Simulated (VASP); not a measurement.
# GaN (Fm-3m) in VASP: further runs

Runs on GaN. Level: PBE. Tasks: single point.

Program: VASP 6.6.1. These are calculated values, not measurements. Logs are shortened: lines on timing, memory, paths and dates and some standing lists are left out, and cuts for length are marked.

### Step 1. The crystal as given

It takes space group Fm-3m (No. 225, cubic). The conventional cell has a = 4.270 Å, b = 4.270 Å, c = 4.270 Å, α = 90.00°, β = 90.00°, γ = 90.00°. Ga (site symmetry m-3m) is surrounded by 6 N at 2.14 Å. N (site symmetry m-3m) has 6 Ga at 2.14 Å as nearest neighbours.

Measurements of this composition are mostly on another form, of space group No. 186.

### Step 2. Single point, PBE, spin-orbit coupling, no magnetisation

Input file INCAR:

```
PREC = Accurate ; ENCUT = 400
EDIFF = 1E-7 ; ISMEAR = 0
SIGMA = 0.02 ; LREAL = False
LASPH = True ; NELM = 100
ALGO = Normal ; ISIF = 2
LWAVE = False ; LCHARG = False
MAGMOM = 0 0 0 0 0 0 ; LORBIT = 11
LSORBIT = True ; GGA_COMPAT = False
GGA = PE ; NBANDS = 34
```

Input file KPOINTS:

```
regular mesh
0
Gamma
  4 4 4
```

Input file POSCAR:

```
GaN
1.0
    0.0000000000      2.1352350000      2.1352350000
    2.1352350000      0.0000000000      2.1352350000
    2.1352350000      2.1352350000      0.0000000000
Ga N
1 1
Direct
    0.0000000000      0.0000000000      0.0000000000
    0.5000000000      0.5000000000      0.5000000000
```

Potentials or basis: VASP PAW PBE potentials, release 64 (Ga_d, N).

Command:

```bash
$ cat potpaw_PBE.64/Ga_d/POTCAR potpaw_PBE.64/N/POTCAR > POTCAR
$ mpirun -np 1 vasp_ncl > vasp.out
```

OUTCAR:

```text
PREC = Accurate
   ENCUT = 400
   EDIFF = 1E-7
   ISMEAR = 0
   LREAL = False
   LASPH = True
   NELM = 100
   ISIF = 2
   LORBIT = 11
   LSORBIT = True
   GGA = PE

 Found      8 irreducible k-points:

 Following reciprocal coordinates:
            Coordinates               Weight
  0.000000  0.000000  0.000000      1.000000
  0.250000  0.000000  0.000000      8.000000
  0.500000  0.000000  0.000000      4.000000
  0.250000  0.250000  0.000000      6.000000
  0.500000  0.250000  0.000000     24.000000
 -0.250000  0.250000  0.000000     12.000000
   k-points           NKPTS =      8   k-points in BZ     NKDIM =      8   number of bands    NBANDS=     34
   number of dos      NEDOS =    301   number of ions     NIONS =      2
   total plane-waves  NPLWV =   8000
   dimension x,y,z NGX =    20 NGY =   20 NGZ =   20
   dimension x,y,z NGXF=    40 NGYF=   40 NGZF=   40
   ions per type =               1   1
   NGX,Y,Z   is equivalent  to a cutoff of  11.01, 11.01, 11.01 a.u.
   NGXF,Y,Z  is equivalent  to a cutoff of  22.02, 22.02, 22.02 a.u.
 SYSTEM =  unknown system
   PREC   = accura    normal or accurate (medium, high low for compatibility)
   ISTART =      0    job   : 0-new  1-cont  2-samecut
   ICHARG =      2    charge: 1-file 2-atom 10-const
   ISPIN  =      1    spin polarized calculation?
   LNONCOLLINEAR =      T non collinear calculations
   LSORBIT =      T    spin-orbit coupling
   LASPH  =      T    aspherical Exc in radial PAW
   ENCUT  =  400.0 eV  29.40 Ry    5.42 a.u.   4.92  4.92  4.92*2*pi/ulx,y,z
   NELM   =    100;   NELMIN=  2; NELMDL= -5     # of ELM steps
   EDIFF  = 0.1E-06   stopping-criterion for ELM
   LREAL  =      F    real-space projection
   EDIFFG = 0.1E-05   stopping-criterion for IOM
   NSW    =      0    number of steps for IOM
   IBRION =     -1    ionic relax: 0-MD 1-quasi-New 2-CG
   NFREE  =      0    steps in history (QN), initial steepest desc. (CG)
   ISIF   =      2    stress and relaxation
   ISYM   =      2    0-nonsym 1-usesym 2-fastsym
   POTIM  = 0.5000    time-step for ionic-motion
   TEBEG  =    0.0;   TEEND  =   0.0 temperature during run
   PSTRESS=    0.0 pullay stress
   NELECT =      18.0000    total number of electrons
   NUPDOWN=      -1.0000    fix difference up-down
   EMIN   =  10.00;   EMAX   =-10.00  energy-range for DOS
   EFERMI =   0.00;   METHOD = LEGACY
   ISMEAR =     0;   SIGMA  =   0.02  broadening in eV -4-tet -1-fermi 0-gaus
   EFERMI_NEDOS =   21; number of points for ismear=-14 and -15
   IALGO  =     38    algorithm
   IMIX   =      4    mixing-type and parameters
     AMIX     =   0.40;   BMIX     =  1.00
[... 249 lines left out ...]
  external PRESSURE =     -47.8148594 kB  Pullay stress =       0.0000000 kB

 VOLUME and BASIS-vectors are now :
 -----------------------------------------------------------------------------
  energy-cutoff  :      400.00
  volume of cell :       19.47
      direct lattice vectors                 reciprocal lattice vectors
     0.000000000  2.135235000  2.135235000    -0.234166263  0.234166263  0.234166263
     2.135235000  0.000000000  2.135235000     0.234166263 -0.234166263  0.234166263
     2.135235000  2.135235000  0.000000000     0.234166263  0.234166263 -0.234166263

 POSITION                                       TOTAL-FORCE (eV/Angst)
 -----------------------------------------------------------------------------------
      0.00000      0.00000      0.00000         0.000000     -0.000000      0.000000
      2.13524      2.13524      2.13524        -0.000000      0.000000     -0.000000
 -----------------------------------------------------------------------------------
    total drift:                                0.000000      0.000000      0.000000

  FREE ENERGIE OF THE ION-ELECTRON SYSTEM (eV)
  ---------------------------------------------------
  free  energy   TOTEN  =       -11.0632010511 eV

  energy  without entropy=      -11.0632010511  energy(sigma->0) =      -11.06320105

 Spin-Orbit-Coupling matrix elements

 Ion:    1  E_soc:     -0.0094164
 l=   1
     0.0000000    -0.0008038    -0.0008038
    -0.0008038     0.0000000    -0.0008038
    -0.0008038    -0.0008038     0.0000000
 l=   2
     0.0000000    -0.0001619     0.0000000    -0.0001619    -0.0006037
    -0.0001619     0.0000000    -0.0004528    -0.0001619    -0.0001509
     0.0000000    -0.0004528     0.0000000    -0.0004528     0.0000000
    -0.0001619    -0.0001619    -0.0004528     0.0000000    -0.0001509
    -0.0006037    -0.0001509     0.0000000    -0.0001509     0.0000000
 l=   3
     0.0000000     0.0000000     0.0000000     0.0000000     0.0000000     0.0000000     0.0000000
     0.0000000     0.0000000     0.0000000     0.0000000     0.0000000     0.0000000     0.0000000
     0.0000000     0.0000000     0.0000000     0.0000000     0.0000000     0.0000000     0.0000000
     0.0000000     0.0000000     0.0000000     0.0000000     0.0000000     0.0000000     0.0000000
     0.0000000     0.0000000     0.0000000     0.0000000     0.0000000     0.0000000     0.0000000
     0.0000000     0.0000000     0.0000000     0.0000000     0.0000000     0.0000000     0.0000000
     0.0000000     0.0000000     0.0000000     0.0000000     0.0000000     0.0000000     0.0000000

 Ion:    2  E_soc:     -0.0000802
 l=   1
     0.0000000    -0.0000134    -0.0000134
    -0.0000134     0.0000000    -0.0000134
    -0.0000134    -0.0000134     0.0000000
 l=   2
     0.0000000     0.0000000     0.0000000     0.0000000     0.0000000
     0.0000000     0.0000000     0.0000000     0.0000000     0.0000000
     0.0000000     0.0000000     0.0000000     0.0000000     0.0000000
     0.0000000     0.0000000     0.0000000     0.0000000     0.0000000
     0.0000000     0.0000000     0.0000000     0.0000000     0.0000000
 l=   3
     0.0000000     0.0000000     0.0000000     0.0000000     0.0000000     0.0000000     0.0000000
     0.0000000     0.0000000     0.0000000     0.0000000     0.0000000     0.0000000     0.0000000
     0.0000000     0.0000000     0.0000000     0.0000000     0.0000000     0.0000000     0.0000000
     0.0000000     0.0000000     0.0000000     0.0000000     0.0000000     0.0000000     0.0000000
     0.0000000     0.0000000     0.0000000     0.0000000     0.0000000     0.0000000     0.0000000
     0.0000000     0.0000000     0.0000000     0.0000000     0.0000000     0.0000000     0.0000000
     0.0000000     0.0000000     0.0000000     0.0000000     0.0000000     0.0000000     0.0000000

 total charge

# of ion       s       p       d       tot
------------------------------------------
    1        0.695   0.708  10.178  11.581
    2        1.245   2.440   0.000   3.685
--------------------------------------------------
tot          1.940   3.148  10.178  15.266

 magnetization (x)

# of ion       s       p       d       tot
------------------------------------------
    1        0.000   0.000  -0.000  -0.000
    2       -0.000  -0.000   0.000  -0.000
--------------------------------------------------
tot         -0.000  -0.000  -0.000  -0.000

 magnetization (y)

# of ion       s       p       d       tot
------------------------------------------
    1        0.000  -0.000  -0.000  -0.000
    2       -0.000   0.000   0.000  -0.000
--------------------------------------------------
tot         -0.000   0.000  -0.000  -0.000

 magnetization (z)

# of ion       s       p       d       tot
------------------------------------------
    1        0.000  -0.000   0.000  -0.000
    2        0.000   0.000   0.000   0.000
--------------------------------------------------
tot          0.000  -0.000   0.000   0.000
```

stdout:

```text
POSCAR found type information on POSCAR GaN
 POSCAR found :  2 types and       2 ions
 scaLAPACK will be used
 LDA part: xc-table for (Slater+PW92), standard interpolation
 POSCAR, INCAR and KPOINTS ok, starting setup
 FFT: planning ... GRIDC
 FFT: planning ... GRID_SOFT
 FFT: planning ... GRID
 WAVECAR not read
 entering main loop
```

Wall time 15 s (1 thread of Intel Xeon Platinum 8259CL at 2.50GHz (Skylake/Cascade Lake), shared host); peak memory 0.16 GiB.

These settings aren't checked as converged: the numbers below hold their error.

What came out:

* Free energy: -11.0632 eV
* Valence electrons inside the program's atomic spheres: Ga 11.58; N 3.69

Caveat: the k mesh is coarse (spacing up to 0.64 Å⁻¹), so the values aren't converged; the cutoff is under 1.25 times the usual one of these potentials, so pressure, stress and relaxed cells hold a basis-set (Pulay) error.

### Step 3. Single point, PBE, spin-orbit coupling, no magnetisation

INCAR: that of step 2 with these lines changed.

```diff
@@ -1,2 +1,2 @@
-PREC = Accurate ; ENCUT = 400
+PREC = Accurate ; ENCUT = 500
 EDIFF = 1E-7 ; ISMEAR = 0
```

KPOINTS is that of step 2.

POSCAR is that of step 2.

Potentials or basis: VASP PAW PBE potentials, release 64 (Ga_d, N).

Command:

```bash
$ cat potpaw_PBE.64/Ga_d/POTCAR potpaw_PBE.64/N/POTCAR > POTCAR
$ mpirun -np 1 vasp_ncl > vasp.out
```

Wall time 18 s (1 thread of Intel Xeon Platinum 8259CL at 2.50GHz (Skylake/Cascade Lake), shared host); peak memory 0.19 GiB.

The run converged, but some of its settings lie outside the range that counts as converged, so its numbers aren't taken as properties of the crystal.

Results:

| Quantity | Value |
| --- | --- |
| Free energy | -11.0691 eV |
| Pressure | -0.5 GPa |
| Valence electrons inside the program's atomic spheres | Ga 11.58; N 3.72 |

Caveat: the k mesh is coarse (spacing up to 0.64 Å⁻¹), so the values aren't converged.

### Step 4. Single point, PBE, spin-orbit coupling, no magnetisation

INCAR: that of step 3 with these lines changed.

```diff
@@ -1,2 +1,2 @@
-PREC = Accurate ; ENCUT = 500
+PREC = Accurate ; ENCUT = 250
 EDIFF = 1E-7 ; ISMEAR = 0
```

Input file KPOINTS:

```
regular mesh
0
Gamma
  6 6 6
```

POSCAR is that of step 3.

Command:

```bash
$ cat potpaw_PBE.64/Ga_d/POTCAR potpaw_PBE.64/N/POTCAR > POTCAR
$ mpirun -np 1 vasp_ncl > vasp.out
```

It took 10 s on 1 thread of Intel Xeon Platinum 8259CL at 2.50GHz (Skylake/Cascade Lake), shared host; peak memory 0.14 GiB.

The run converged, but a check on its numbers failed (symmetry, net force, bounds or a known fault of this set-up), so they aren't taken as properties of the crystal.

Caveat: the k mesh is coarse (spacing up to 0.42 Å⁻¹), so the values aren't converged; the cutoff lies under the usual one of these potentials, so the numbers hold a large basis-set error; a pressure of tens of GPa on the cell as given is suspect, and the run, the potentials or the cell itself is likely at fault.

(Part 1 of 2 ends here.)
